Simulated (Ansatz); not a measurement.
**Calculated with Ansatz: NiAuS2, single run**

The command:

```bash
ansatz run input.yaml --threads 1 --pin off --max-ram 2560MiB --backend cpu --events-out ev --progress --plain --runs-dir out
```

The input file (Ansatz 0.2.0, plane waves):

```yaml
crystal:
  lattice:
    - [0.0, 5.56708413, 0.0]
    - [5.56708413, 0.0, 0.0]
    - [2.78354207, 2.78354207, -4.98028608]
  atoms:
    - { symbol: Au, position: [0.0, 0.0, 0.0] }
    - { symbol: Au, position: [0.75, 0.25, 0.5] }
    - { symbol: Ni, position: [0.5, 0.5, 0.0] }
    - { symbol: Ni, position: [0.25, 0.75, 0.5] }
    - { symbol: S, position: [0.375, 0.429, 0.75] }
    - { symbol: S, position: [0.571, 0.125, 0.25] }
    - { symbol: S, position: [0.875, 0.821, 0.75] }
    - { symbol: S, position: [0.179, 0.625, 0.25] }
  symmetry: { tolerance: 0.0003 }
kpoints:
  mp_grid: { grid: [4, 4, 4], shift: [0, 0, 0] }
magnetization:
  spin_polarized: true
  spin_orbit: true
scf:
  occupations: { method: fermi_dirac, width: 0.0926 }
  max_iter: 60
hamiltonian:
  pseudopotentials: { kind: nc }
  xc: pbe
basis:
  ecutwfc: 420
output:
  forces: true
  stress: true
  eigenvalues: true
```

Origin of the cell: a known structure type with other elements, at an estimated volume, so it need not be a known compound.

Output:

```
Error: 2 input errors — fix all and re-run
  1. inconsistent input (magnetization.spin_orbit, magnetization.noncollinear): true requires noncollinear: true — spin–orbit coupling acts on 2-spinor wavefunctions; set both flags
  2. inconsistent input (magnetization.spin_orbit, hamiltonian.pseudopotentials.kind): true requires a fully-relativistic hamiltonian.pseudopotentials.kind (nc_fr or paw_fr), or kind: all_electron without datasets and azcp, which then solves Dirac's equation on LAPW. paw_fr resolves this project's PAW files (source: ansatz) by j as it reads them
```

Task: Why did it fail?

Result: It holds spin-orbit coupling on scalar files: `magnetization` typed as { spin_polarized: true, spin_orbit: true }; `hamiltonian.pseudopotentials` typed as { kind: nc }. The program refused the input.
